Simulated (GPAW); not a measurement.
Write an ASE script for GPAW 26.7.0 that does the following.

```
Task                         : electron localisation function
Functional                   : PBEsol
Potentials or basis          : PAW data sets generated in the run's folder for this functional
Cutoff                       : 600 eV
Basis                        : pw
k mesh                       : 12 × 12 × 12
Occupations                  : fermi-dirac, width 0.001 eV
Spin                         : collinear spin, ferromagnetic start
Starting moments             : [2.0] μB
random start of the orbitals : yes
Maxiter                      : 60
```

Crystal: V.

```xyz
1
Lattice="-1.5144 1.5144 1.5144 1.5144 -1.5144 1.5144 1.5144 1.5144 -1.5144" Properties=species:S:1:pos:R:3 pbc="T T T"
V     0.0000    0.0000    0.0000
```

The input as run:

run.py

```python
from ase import Atoms
from ase.dft.bandgap import bandgap
from ase.io import write
from ase.units import Bohr, GPa
from gpaw import GPAW, PW, setup_paths
from gpaw.elf import elf_from_dft_calculation

setup_paths.insert(0, '.')

atoms = Atoms(['V'],
              cell=[[-1.51435, 1.51435, 1.51435],
                    [1.51435, -1.51435, 1.51435],
                    [1.51435, 1.51435, -1.51435]],
              scaled_positions=[[0.0, 0.0, 0.0]],
              pbc=True)
atoms.set_initial_magnetic_moments([2.0])

calc = GPAW(mode=PW(600),
            xc='PBEsol',
            kpts={'size': (12, 12, 12), 'gamma': True},
            occupations={'name': 'fermi-dirac', 'width': 0.001},
            nbands=15,
            convergence={'density': 1e-05, 'energy': 1e-05},
            random=True,
            maxiter=60,
            txt='gpaw.txt')
atoms.calc = calc
energy = atoms.get_potential_energy()
forces = atoms.get_forces()
stress = atoms.get_stress()
calc.write('gs.gpw')
write('result.traj', atoms)
print(f'Energy: {energy:.6f} eV')
print('Forces (eV/A):')
print(forces.round(4))
print('Stress (GPa):', (stress / GPa).round(3))
print('Moments:', calc.get_magnetic_moments().round(3))
print('Fermi level:', round(calc.get_fermi_level(), 4), 'eV')
print(f'Gap: {bandgap(calc)[0]:.4f} eV, direct: {bandgap(calc, direct=True)[0]:.4f} eV')

# fields on the real-space grid
write('density.cube', atoms, data=calc.get_pseudo_density() * Bohr**3)
write('potential.cube', atoms, data=calc.get_electrostatic_potential())
write('spin.cube', atoms, data=(calc.get_pseudo_density(spin=0) - calc.get_pseudo_density(spin=1)) * Bohr**3)
write('elf.cube', atoms, data=elf_from_dft_calculation(calc).data)
```

Potentials or basis: PAW data sets generated in the run's folder for this functional, pw.

The run is started by

```console
$ gpaw-setup -f PBEsol V
$ OMP_NUM_THREADS=1 python run.py
```

Results of the run:

The pressure is -10.6 GPa and the band gap on the k mesh is none (metal or under the smearing width). The net moment is 0.10 μB per cell. The site moments are V +0.08 μB.

Run time: 38 s on 1 thread of Arm Neoverse V1 (shared host), peak memory 0.14 GiB.
